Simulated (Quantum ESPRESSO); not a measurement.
## The states of the two spins in FeO (Wuestite)

Aim: the densities of states of FeO (Wuestite) in the lowest state of several starts.

Program: Quantum ESPRESSO 7.5. Level of theory: LDA; plane waves with GBRV 1.5 LDA potentials, no spin-orbit coupling. Results are calculated unless marked as measured.

**1. The structure**

The structure is trigonal, space group R-3m (No. 166). The conventional cell has a = 3.038 Å, b = 3.038 Å, c = 7.559 Å, α = 90.00°, β = 90.00°, γ = 120.00°. Nearest to Fe lie 6 O at 2.16 Å. Nearest to O lie 6 Fe at 2.16 Å. Farther neighbours and most contacts between anions are not listed.

The cell comes from the Crystallography Open Database.

**2. The magnetic state**

This state came out lowest in a comparison of starts that is told elsewhere.

Input file pw.in:

```
&CONTROL
  calculation = 'scf'
  prefix = 'pwscf'
  outdir = './tmp'
  pseudo_dir = './pseudo'
  disk_io = 'low'
/
&SYSTEM
  ibrav = 0
  celldm(1) = 8
  nat = 2
  ntyp = 2
  ecutwfc = 40
  ecutrho = 280
  nbnd = 21
  occupations = 'smearing'
  smearing = 'fd'
  degauss = 0.00367493
  nspin = 2
  starting_magnetization(1) = 0.25
  starting_magnetization(2) = 0
/
&ELECTRONS
  conv_thr = 4d-09
  electron_maxstep = 150
  mixing_beta = 0.3
/
ATOMIC_SPECIES
Fe     55.8450 fe_lda_v1.5.uspp.F.UPF
O      15.9990 o_lda_v1.2.uspp.F.UPF
CELL_PARAMETERS alat
   0.3587694422130    0.2071356340402    0.5951638772153
  -0.3587694422130    0.2071356340402    0.5951638772153
   0.0000000000000   -0.4142712680567    0.5951638772153
ATOMIC_POSITIONS crystal
Fe      0.0000000000    0.0000000000    0.0000000000
O       0.5000000000    0.5000000000    0.5000000000
K_POINTS automatic
8 8 8 0 0 0
```

Started as:

```
> OMP_NUM_THREADS=1 mpirun -n 2 pw.x -nk 2 -in pw.in > pw.out
```

The log of the run:

```text
Program PWSCF v.7.5 starts

     Message from routine setup:
     using ibrav=0 with symmetry is DISCOURAGED, use correct ibrav instead

     K-points division:     npool     =       2
     Subspace diagonalization in iterative solution of the eigenvalue problem:

     bravais-lattice index     =            0
     lattice parameter (alat)  =       8.0000  a.u.
     unit-cell volume          =     135.8714 (a.u.)^3
     number of atoms/cell      =            2
     number of atomic types    =            2
     number of electrons       =        22.00
     number of Kohn-Sham states=           21
     kinetic-energy cutoff     =      40.0000  Ry
     charge density cutoff     =     280.0000  Ry
     scf convergence threshold =      4.0E-09
     mixing beta               =       0.3000
     number of iterations used =            8  plain     mixing
     Exchange-correlation= SLA  PZ   NOGX NOGC
                           (   1   1   0   0   0   0   0)

     celldm(1)=   8.000000  celldm(2)=   0.000000  celldm(3)=   0.000000
     celldm(4)=   0.000000  celldm(5)=   0.000000  celldm(6)=   0.000000

     crystal axes: (cart. coord. in units of alat)
               a(1) = (   0.358769   0.207136   0.595164 )
               a(2) = (  -0.358769   0.207136   0.595164 )
               a(3) = (   0.000000  -0.414271   0.595164 )

     reciprocal axes: (cart. coord. in units 2 pi/alat)
               b(1) = (  1.393653  0.804626  0.560070 )
               b(2) = ( -1.393653  0.804626  0.560070 )
               b(3) = (  0.000000 -1.609252  0.560070 )

     PseudoPot. # 1 for Fe read from file:
     fe_lda_v1.5.uspp.F.UPF
     Pseudo is Ultrasoft + core correction, Zval = 16.0

     PseudoPot. # 2 for O  read from file:
     o_lda_v1.2.uspp.F.UPF
     Pseudo is Ultrasoft + core correction, Zval =  6.0

     atomic species   valence    mass     pseudopotential
     Fe               16.00    55.84500     Fe( 1.00)
     O                 6.00    15.99900     O ( 1.00)

     Starting magnetic structure
     atomic species   magnetization
     Fe              0.250
     O               0.000

     12 Sym. Ops., with inversion, found

   Cartesian axes

     site n.     atom                  positions (alat units)
         1        Fe     tau(   1) = (   0.0000000   0.0000000   0.0000000  )
         2        O      tau(   2) = (   0.0000000   0.0000000   0.8927458  )

     number of k points=    65  Fermi-Dirac smearing, width (Ry)=  0.0037
                       cart. coord. in units 2pi/alat
        k(    1) = (   0.0000000   0.0000000   0.0000000), wk =   0.0019531
        k(    2) = (   0.0000000  -0.2011564   0.0700087), wk =   0.0117188
        k(    3) = (   0.0000000  -0.4023129   0.1400175), wk =   0.0117188
        k(    4) = (   0.0000000  -0.6034693   0.2100262), wk =   0.0117188
        k(    5) = (   0.0000000   0.8046258  -0.2800349), wk =   0.0058594
        [... 60 further k-points ...]

     Dense  grid:    10801 G-vectors     FFT dimensions: (  32,  32,  32)

     Smooth grid:     4645 G-vectors     FFT dimensions: (  24,  24,  24)

     Check: negative core charge=   -0.000047
     Generating pointlists ...
     new r_m :   0.2104 (alat units)  1.6832 (a.u.) for type    1
     new r_m :   0.2104 (alat units)  1.6832 (a.u.) for type    2

     Initial potential from superposition of free atoms

     starting charge      21.0000, renormalised to      22.0000
     Starting wfcs are   17 randomized atomic wfcs +    4 random wfcs

     Self-consistent Calculation

     iteration #  1     ecut=    40.00 Ry     beta= 0.30
     Davidson diagonalization with overlap
     ethr =  1.00E-02,  avg # of iterations =  5.5

     total energy              =    -282.40481030 Ry
     estimated scf accuracy    <       0.64241469 Ry

     total magnetization       =     4.08 Bohr mag/cell
     absolute magnetization    =     4.08 Bohr mag/cell

     iteration #  2     ecut=    40.00 Ry     beta= 0.30
     Davidson diagonalization with overlap
     ethr =  2.92E-03,  avg # of iterations =  1.9

     total energy              =    -282.53992714 Ry
     estimated scf accuracy    <       0.11401656 Ry

     total magnetization       =     3.78 Bohr mag/cell
     absolute magnetization    =     3.78 Bohr mag/cell

     [... further iterations left out ...]

     iteration #  9     ecut=    40.00 Ry     beta= 0.30
     Davidson diagonalization with overlap
     ethr =  8.91E-10,  avg # of iterations =  1.6

     total energy              =    -282.56277318 Ry
     estimated scf accuracy    <       0.00000001 Ry

     total magnetization       =     4.00 Bohr mag/cell
     absolute magnetization    =     4.01 Bohr mag/cell

     iteration # 10     ecut=    40.00 Ry     beta= 0.30
     Davidson diagonalization with overlap
     ethr =  4.94E-11,  avg # of iterations =  1.1

     Magnetic moment per site  (integrated on atomic sphere of radius R)
     atom   1 (R=0.210)  charge= 13.5496  magn=  3.4341
     atom   2 (R=0.210)  charge=  5.8018  magn=  0.3382

     End of self-consistent calculation

     Number of k-points >= 100: set verbosity='high' to print the bands.

     the Fermi energy is    13.9330 ev

!    total energy              =    -282.56277318 Ry
     estimated scf accuracy    <          3.4E-10 Ry
     smearing contrib. (-TS)   =      -0.00099412 Ry
     internal energy E=F+TS    =    -282.56177906 Ry

     The total energy is F=E-TS. E is the sum of the following terms:
     one-electron contribution =    -137.37444352 Ry
     hartree contribution      =      80.57615019 Ry
     xc contribution           =     -36.07308129 Ry
     ewald contribution        =    -189.69040445 Ry

     total magnetization       =     4.00 Bohr mag/cell
     absolute magnetization    =     4.01 Bohr mag/cell

     convergence has been achieved in  10 iterations

=------------------------------------------------------------------------------=
   JOB DONE.
=------------------------------------------------------------------------------=
```

Elapsed: 14 s, on 2 MPI ranks of Arm Neoverse V1, shared host; peak memory 0.16 GiB.

Spin moment in the atom's sphere by atom:

| atom | spin moment in the atom's sphere (μB) |
| --- | --- |
| Fe1 | 3.43 |
| O2 | 0.34 |

Read from the output:

| Quantity | Value |
| --- | --- |
| smearing term TS | 0.01353 eV |
| magnetization | 4.002 μB |
| absolute magnetization | 4.008 μB |
| final state | ferromagnetic |

**3. Projected density of states**

Input file projwfc.in:

```
&PROJWFC
  prefix = 'pwscf'
  outdir = './tmp'
  filpdos = 'pdos'
  ngauss = 0
  degauss = 0.01
  DeltaE = 0.05
  Emin = 4.93
  Emax = 18.93
/
```

Started as:

```
> OMP_NUM_THREADS=1 mpirun -n 2 projwfc.x -nk 2 -in projwfc.in > projwfc.out
```

The log of the run:

```text
[banner, memory and clock lines left out]
Program PROJWFC v.7.5 starts

     [... lines left out ...]
     IMPORTANT: XC functional enforced from input :
     Exchange-correlation= PZ
                           (   1   1   0   0   0   0   0)
     Any further DFT definition will be discarded
     Please, verify this is what you really want

     G-vector sticks info

     Check: negative core charge=   -0.000047

     Gaussian broadening (read from input): ngauss,degauss=   0    0.010000

     Calling projwave ....

  Problem Sizes
  natomwfc =           17
  nbnd     =           21
  nkstot   =          130
  npwx     =          592
  nkb      =           31

     Atomic states used for projection
     (read from pseudopotential files):

     state #   1: atom   1 (Fe ), wfc  1 (l=0 m= 1)
     state #   2: atom   1 (Fe ), wfc  2 (l=1 m= 1)
     state #   3: atom   1 (Fe ), wfc  2 (l=1 m= 2)
     state #   4: atom   1 (Fe ), wfc  2 (l=1 m= 3)
     state #   5: atom   1 (Fe ), wfc  3 (l=2 m= 1)
     state #   6: atom   1 (Fe ), wfc  3 (l=2 m= 2)
     state #   7: atom   1 (Fe ), wfc  3 (l=2 m= 3)
     state #   8: atom   1 (Fe ), wfc  3 (l=2 m= 4)
     state #   9: atom   1 (Fe ), wfc  3 (l=2 m= 5)
     state #  10: atom   1 (Fe ), wfc  4 (l=0 m= 1)
     state #  11: atom   1 (Fe ), wfc  5 (l=1 m= 1)
     state #  12: atom   1 (Fe ), wfc  5 (l=1 m= 2)
     state #  13: atom   1 (Fe ), wfc  5 (l=1 m= 3)
     state #  14: atom   2 (O  ), wfc  1 (l=0 m= 1)
     state #  15: atom   2 (O  ), wfc  2 (l=1 m= 1)
     state #  16: atom   2 (O  ), wfc  2 (l=1 m= 2)
     state #  17: atom   2 (O  ), wfc  2 (l=1 m= 3)

 [... projections of the bands left out ...]

Lowdin Charges:

     Atom #   1: total charge =  15.5373, s =  2.3603, p =  6.9591, d =  6.2179,
                 spin up      =   9.6042, s =  1.1928,
                 spin up      =   9.6042, p =  3.4835, pz=  1.1618, px=  1.1609, py=  1.1609,
                 spin up      =   9.6042, d =  4.9279, dz2=  0.9832, dxz=  0.9875, dyz=  0.9875, dx2-y2=  0.9849, dxy=  0.9849,
                 spin down    =   5.9331, s =  1.1675,
                 spin down    =   5.9331, p =  3.4756, pz=  1.1590, px=  1.1583, py=  1.1583,
                 spin down    =   5.9331, d =  1.2901, dz2=  0.3296, dxz=  0.2066, dyz=  0.2066, dx2-y2=  0.2737, dxy=  0.2737,
                 polarization =   3.6710, s =  0.0253, p =  0.0079, d =  3.6378,
     Atom #   2: total charge =   6.3681, s =  1.6366, p =  4.7315, d =  0.0000,
                 spin up      =   3.3593, s =  0.8381,
                 spin up      =   3.3593, p =  2.5212, pz=  0.8378, px=  0.8417, py=  0.8417,
                 spin up      =   3.3593, d =  0.0000, dz2=  0.0000, dxz=  0.0000, dyz=  0.0000, dx2-y2=  0.0000, dxy=  0.0000,
                 spin down    =   3.0088, s =  0.7986,
                 spin down    =   3.0088, p =  2.2102, pz=  0.7347, px=  0.7378, py=  0.7378,
                 spin down    =   3.0088, d =  0.0000, dz2=  0.0000, dxz=  0.0000, dyz=  0.0000, dx2-y2=  0.0000, dxy=  0.0000,
                 polarization =   0.3505, s =  0.0395, p =  0.3110, d =  0.0000,
     Spilling Parameter:   0.0043
```

Elapsed: 1.3 s, on 2 MPI ranks; peak memory 0.05 GiB; 2.7 s of CPU time.

The density of states has structure finer than the step of the table below, so its rows give means over 0.5 eV, whole bins alone (the curve runs from -9.00 to 5.05 eV). Peaks (eV: height): up -6.45: 1.94, -3.05: 3.32, -2.60: 3.77, -1.60: 1.34; down -5.10: 2.28, 0.65: 3.49, 1.60: 1.43, 2.25: 1.34; Fe1 d up -6.50: 0.742, -3.05: 3.15, -2.60: 3.19, -1.60: 0.887; Fe1 d down -5.15: 0.422, 0.65: 3.26, 1.60: 1.16, 2.25: 1; O2 p up -7.95: 0.577, -7.55: 0.639, -6.45: 1.09, -6.00: 0.868.

Gaussian broadening of 0.136 eV on the SCF mesh. The density of states by energy, zero at the Fermi level; means over each step; values in states/eV/cell:

| energy (eV) | up | down | Fe1 d up | Fe1 d down | O2 p up | O2 p down |
| --- | --- | --- | --- | --- | --- | --- |
| -8.5 | 0.229 | 8.0e-4 | 0.0345 | 8.1e-5 | 0.134 | 5.0e-4 |
| -8.0 | 0.665 | 0.0881 | 0.105 | 0.00777 | 0.391 | 0.0556 |
| -7.5 | 0.794 | 0.303 | 0.107 | 0.0260 | 0.476 | 0.192 |
| -7.0 | 0.655 | 0.935 | 0.150 | 0.0702 | 0.385 | 0.599 |
| -6.5 | 1.66 | 0.440 | 0.600 | 0.0319 | 0.938 | 0.286 |
| -6.0 | 1.16 | 0.593 | 0.391 | 0.0597 | 0.676 | 0.403 |
| -5.5 | 0.516 | 0.870 | 0.164 | 0.148 | 0.314 | 0.620 |
| -5.0 | 0.259 | 1.73 | 0.0797 | 0.308 | 0.161 | 1.29 |
| -4.5 | 0.114 | 0.728 | 0.0787 | 0.0942 | 0.0307 | 0.574 |
| -4.0 | 0.446 | 0.235 | 0.378 | 0.0273 | 0.0563 | 0.193 |
| -3.5 | 1.34 | 0.0798 | 1.24 | 0.00602 | 0.0705 | 0.0706 |
| -3.0 | 2.70 | 0.00374 | 2.54 | 0 | 0.122 | 0.00363 |
| -2.5 | 2.59 | 0.00206 | 2.15 | 0.00185 | 0.348 | 0 |
| -2.0 | 0.696 | 0.0441 | 0.490 | 0.0392 | 0.154 | 8.0e-4 |
| -1.5 | 0.922 | 0.224 | 0.591 | 0.193 | 0.275 | 0.0144 |
| -1.0 | 0.688 | 0.384 | 0.405 | 0.335 | 0.250 | 0.0254 |
| -0.5 | 0.519 | 0.803 | 0.292 | 0.708 | 0.219 | 0.0530 |
| 0.0 | 0.0380 | 1.40 | 0.0187 | 1.28 | 0.0153 | 0.0649 |
| 0.5 | 4.9e-4 | 3.15 | 0 | 2.94 | 5.7e-5 | 0.136 |
| 1.0 | 0.0324 | 1.68 | 1.3e-4 | 1.50 | 0.00424 | 0.0818 |
| 1.5 | 0.0218 | 1.07 | 5.5e-4 | 0.858 | 0.00420 | 0.128 |
| 2.0 | 0.0391 | 0.724 | 4.8e-4 | 0.534 | 0.00809 | 0.128 |
| 2.5 | 0.0585 | 0.558 | 9.4e-4 | 0.405 | 0.0125 | 0.128 |
| 3.0 | 0.0744 | 0.0702 | 0.00220 | 0.0190 | 0.0187 | 0.0160 |
| 3.5 | 0.107 | 0.0466 | 0.00147 | 0.00265 | 0.0202 | 0.0102 |
| 4.0 | 0.225 | 0.0810 | 0.00528 | 0.00964 | 0.0509 | 0.0211 |
| 4.5 | 0.186 | 0.137 | 0.00365 | 0.00473 | 0.0250 | 0.0230 |

**4. Outcome**

| Quantity | Value |
| --- | --- |
| state | ferromagnetic |
| largest moment in a sphere | 3.43 μB |

What this shows: Distinct peaks of the density of states (up) stand at -6.45, -3.05, -2.60, -1.60 and -0.75 eV; the one at -2.60 eV is strongest. These are Kohn–Sham states without spin–orbit coupling, on the mesh of the self-consistent run. No Hubbard term acts here. In such compounds local and semilocal functionals without one often delocalise the d electrons, and can shrink or lose moments and miss the size, sign and order of the couplings. The smearing term is large for its width, so states at the Fermi level are partly filled: at this level the cell is a metal or has a gap of a few widths at most.

[Logs and program files are shortened in this print: banners, set-up blocks, solver, clock and traceback lines can be left out without a mark of their own.]

[Logs are printed without paths, hosts, clocks, repeated set-up lines and the standing remarks that a program may print on its own settings, such as how far it seeks lower states.]

[Hosts, paths, dates, database ids (printed as entryN), source tags and the programs' standing remarks are cut or masked in the printed files.]

[Where a cell is said to come from a database of computed structures, the database is the Materials Project.]
